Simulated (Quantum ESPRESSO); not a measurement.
**MgSi under changes of volume**

One of the cells (17.355 Å³/atom); the others are scaled copies at fixed shape and fractional positions:

```xyz
2
Lattice="2.9084 0.0000 0.0000 0.0000 2.9084 0.0000 0.0000 0.0000 4.1034" Properties=species:S:1:pos:R:3 pbc="T T T"
Si    1.4542    1.4542    2.0517
Mg    0.0000    0.0000    0.0000
```

The cell comes from a database or a generator and needn't be the stable form of this composition.

- Program: Quantum ESPRESSO 7.5
- Functional: LDA
- Potentials or basis: GBRV 1.5 LDA
- Cutoff: 612 eV
- Density cutoff: 4898 eV
- k mesh: 9 × 9 × 7
- Occupations: fermi-dirac, width 0.05 eV
- Spin: no spin polarisation

```tsv
volume (Å³/atom)	energy over the lowest point (meV/atom)	pressure (GPa)
16.314	0.00	0.6
16.661	0.05	-0.8
17.008	3.11	-2.1
17.355	?	?
17.702	17.05	-4.3
18.049	27.44	-5.3
18.396	39.73	-6.1
```

Q: What does the run at 17.355 Å³/atom give?

A: Energy over the lowest point 8.86 meV/atom; pressure -3.3 GPa.

Worked out: A Birch-Murnaghan fit of order 3 (a polynomial in V^(-2/3)) to the other rows has its minimum at 16.48 Å³/atom with B0 = V·E''(V) = 70 GPa and B' = 4.2 at fixed shape and positions, which overstates the stiffness. It gives 8.87 meV/atom at 17.355 Å³/atom, against the run's 8.86, and -dE/dV = -3.2 GPa, against -3.3.

Energies are extrapolated to zero smearing.
